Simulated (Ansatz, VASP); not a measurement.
# CdTe: VASP beside Ansatz

```
Te Cd
1.0
     0.00000    3.20500    3.20500
     3.20500    0.00000    3.20500
     3.20500    3.20500    0.00000
Te Cd
1 1
Direct
  0.75000 0.75000 0.75000
  0.00000 0.00000 0.00000
```

Alike in both runs: task band structure; functional PBE; k mesh 7 × 7 × 7; occupations fermi-dirac, width 0.05 eV; no spin polarisation.

|  | VASP | Ansatz |
| --- | --- | --- |
| version | VASP 6.6.1 | Ansatz 0.2.0 |
| potentials or method | VASP PAW PBE potentials, release 64 (Te, Cd) | Ansatz PAW |
| plane-wave cutoff (eV) | 520 | 420 |
| valence electrons in the cell | 18 | 36 |

|  | VASP | Ansatz | Ansatz less VASP |
| --- | --- | --- | --- |
| gap on the k mesh at the Fermi level (eV) | 0.87 | 0.87 | 0.000 |
| least direct gap on the mesh (eV) | 0.87 | 0.87 | 0.000 |
| gap along the band path (eV) | 0.87 | 0.87 | 0.000 |
| pressure (GPa) | 4.4 | 4.2 | -0.15 |

The functional is the same, so the differences come from potentials, cutoffs and numerics. The two sets of potentials don't hold the same shells in valence.

Caveats: spin-orbit coupling is left out, which moves the levels of the heavy elements.
